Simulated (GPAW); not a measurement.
Set up this calculation in GPAW 26.7.0, as an ASE script.

- Task: single point
- Functional: PBE
- Potentials or basis: GPAW PAW data sets (gpaw-data 1.2.1)
- Cutoff: 600 eV
- Basis: pw
- k mesh: 7 × 7 × 7
- Occupations: gaussian, width 0.023 eV
- Spin: no spin polarisation
- Maxiter: 150

CdTe:

```xyz
2
Lattice="0.0000 3.2050 3.2050 3.2050 0.0000 3.2050 3.2050 3.2050 0.0000" Properties=species:S:1:pos:R:3 pbc="T T T"
Te    4.8075    4.8075    4.8075
Cd    0.0000    0.0000    0.0000
```

The input as run:

run.py

```python
from ase import Atoms
from ase.dft.bandgap import bandgap
from ase.io import write
from ase.units import GPa
from gpaw import GPAW, PW

atoms = Atoms(['Te', 'Cd'],
              cell=[[0.0, 3.205, 3.205],
                    [3.205, 0.0, 3.205],
                    [3.205, 3.205, 0.0]],
              scaled_positions=[[0.75, 0.75, 0.75],
                                [0.0, 0.0, 0.0]],
              pbc=True)

calc = GPAW(mode=PW(600),
            xc='PBE',
            kpts={'size': (7, 7, 7), 'gamma': True},
            occupations={'name': 'methfessel-paxton', 'order': 0, 'width': 0.023},
            nbands=18,
            convergence={'density': 1e-05, 'energy': 1e-05},
            maxiter=150,
            txt='gpaw.txt')
atoms.calc = calc
energy = atoms.get_potential_energy()
forces = atoms.get_forces()
stress = atoms.get_stress()
calc.write('gs.gpw')
write('result.traj', atoms)
print(f'Energy: {energy:.6f} eV')
print('Forces (eV/A):')
print(forces.round(4))
print('Stress (GPa):', (stress / GPa).round(3))
print('Fermi level:', round(calc.get_fermi_level(), 4), 'eV')
print(f'Gap: {bandgap(calc)[0]:.4f} eV, direct: {bandgap(calc, direct=True)[0]:.4f} eV')
```

Potentials or basis: GPAW PAW data sets (gpaw-data 1.2.1), pw.

Command:

```sh
$ OMP_NUM_THREADS=1 python run.py
```

Results of the run:

- Pressure: 3.8 GPa
- Band gap on the k mesh: 0.87 eV, direct

Caveat: spin-orbit coupling is left out, which moves the levels of the heavy elements.

It took 14 s on 1 thread of Arm Neoverse V2, with other jobs on the host, peak memory 0.17 GiB.
